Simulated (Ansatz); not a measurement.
The guess for C was made by a generator: random cell by space group and Wyckoff sites (P2/m, No. 10). The dimensions are guesses.

Space group P2/m (No. 10). a = 1.586 Å, b = 1.550 Å, c = 2.145 Å, α = 90.00°, β = 92.75°, γ = 90.00°
| atom | site | symmetry | x | y | z |
| --- | --- | --- | --- | --- | --- |
| C | 1d | 2/m | 0.5000 | 0.0000 | 0.0000 |

Computed with Ansatz, DFT PBE, scalar-relativistic, plane waves, PAW. Cutoff 420 eV, Gaussian smearing, Γ-centred meshes. Cell and atoms relax first on a coarse mesh and then on a finer one. In between, the cell is made exact in the group found at 0.06 Å. In metals the finer mesh still leaves noise of several meV/atom or more. The steps can't lower the symmetry of their start. No spin polarisation in the relaxation; trial moments died out in a coarse test.

A guess keeps its type if space group and coordination stay and the shape of the cell changes little (axis ratios within about 15 %, angles within 6°); the volume may change.

Q: Does this structure survive the relaxation?

A: It doesn't keep its type. The symmetry goes from P2/m (No. 10) to P4/mmm (No. 123). The volume per atom grows by 97.2 %, from 5.3 to 10.4 Å³. The shortest distance goes from 1.55 Å (C–C) to 1.62 Å (C–C). Counting neighbours within 15 % of an atom's shortest distance, the start has C 4 and the end C 4. In detail, at the end around C lie 4 C at 1.62 Å.

Space group P4/mmm (No. 123). a = 1.625 Å, b = 1.625 Å, c = 3.936 Å, α = 90.00°, β = 90.00°, γ = 90.00°
```json
{"atom": "C", "site": "1c", "symmetry": "4/mmm", "x": "0.5000", "y": "0.5000", "z": "0.0000"}
```

The last run used a 34×34×14 mesh (in the run's order of axes) for its 1-atom cell and Gaussian smearing of 0.10 eV. Weakly bound directions are ill-defined at this level, which has no dispersion term. Symmetry constrained the relaxation, so the result can be a saddle point. Another cell of C relaxed alike, in Immm, lies 1.63 eV/atom lower, so this cell isn't the stable form at this level.
